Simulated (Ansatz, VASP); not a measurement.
Two plane-wave programs on MoS2

```xyz
3
Lattice="3.2839 0.0000 0.0000 -1.6419 2.8439 0.0000 0.0000 0.0000 6.4228" Properties=species:S:1:pos:R:3 pbc="T T T"
Mo    0.0000    0.0000    3.2114
S     0.0000    1.8959    1.6399
S     1.6419    0.9480    4.7829
```

Measurements of this composition are mostly on another form, of space group No. 194.

Alike in both runs: task single point; functional PBEsol; k mesh 10 × 10 × 5; no spin polarisation.

|  | VASP | Ansatz |
| --- | --- | --- |
| version | VASP 6.6.1 | Ansatz 0.2.0 |
| potentials or method | VASP PAW PBE potentials, release 64 (Mo_sv, S) | plane waves, PAW |
| plane-wave cutoff (eV) | 520 | 450 |
| occupations | methfessel-paxton of order 1, width 0.1 eV | methfessel-paxton of order 1 |
| valence electrons in the cell | 26 | 26 |

VASP gave:

* pressure (GPa): -9.2
* largest component of the traceless stress (GPa): 2.02

**Question.** Which values does Ansatz return?

**Answer.** Pressure (GPa): -9.2; largest component of the traceless stress (GPa): 2.00.

Caveats: the PAW data sets were made with another functional, which shifts forces and pressure a little (VASP); this functional lacks dispersion, which binds the layers, so the pressure and a relaxed spacing across them are unreliable.
